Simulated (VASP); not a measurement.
Wanted: the native input for a VASP 6.6.1 run.

```
Task                   : single point
Functional             : PBE
Potentials or basis    : VASP PAW PBE potentials, release 64 (In_d, Pd)
Cutoff                 : 520 eV
k mesh                 : 8 × 8 × 8
Occupations            : gaussian, width 0.014 eV
Spin                   : no spin polarisation
Further INCAR settings : ALGO = Normal; EDIFF = 1e-06
```

The structure of InPd lies in POSCAR:

```
InPd
1.0
    3.2718847800      0.0000000000      0.0000000000
    0.0000000000      3.2718847800      0.0000000000
    0.0000000000      0.0000000000      3.2718847800
In Pd
1 1
Direct
    0.0000000000      0.0000000000      0.0000000000
    0.5000000000      0.5000000000      0.5000000000
```

The cell comes from a database or a generator and needn't be the stable form of this composition.

One way to write it, as run:

INCAR

```
PREC = Accurate ; ENCUT = 520
EDIFF = 1E-6 ; ISMEAR = 0
SIGMA = 0.014 ; LREAL = F
LASPH = T ; NELM = 60
ALGO = Normal ; ISIF = 2
LWAVE = F ; LCHARG = F
GGA = PE
```

KPOINTS

```
regular mesh
0
Gamma
  8 8 8
```

Potentials or basis: VASP PAW PBE potentials, release 64 (In_d, Pd).

Run with:

```sh
$ cat potpaw_PBE.64/In_d/POTCAR potpaw_PBE.64/Pd/POTCAR > POTCAR
$ mpirun -np 1 vasp_std > vasp.out
```

It gave:

| Item | Value |
| --- | --- |
| Pressure | 3.8 GPa |
| Band gap on the k mesh | none (metal or under the smearing width) |

Wall time 11 s on 1 thread of Intel(R) Xeon(R) Platinum 8259CL CPU @ 2.50GHz (Skylake/Cascade Lake) (shared host), peak memory 0.15 GiB.
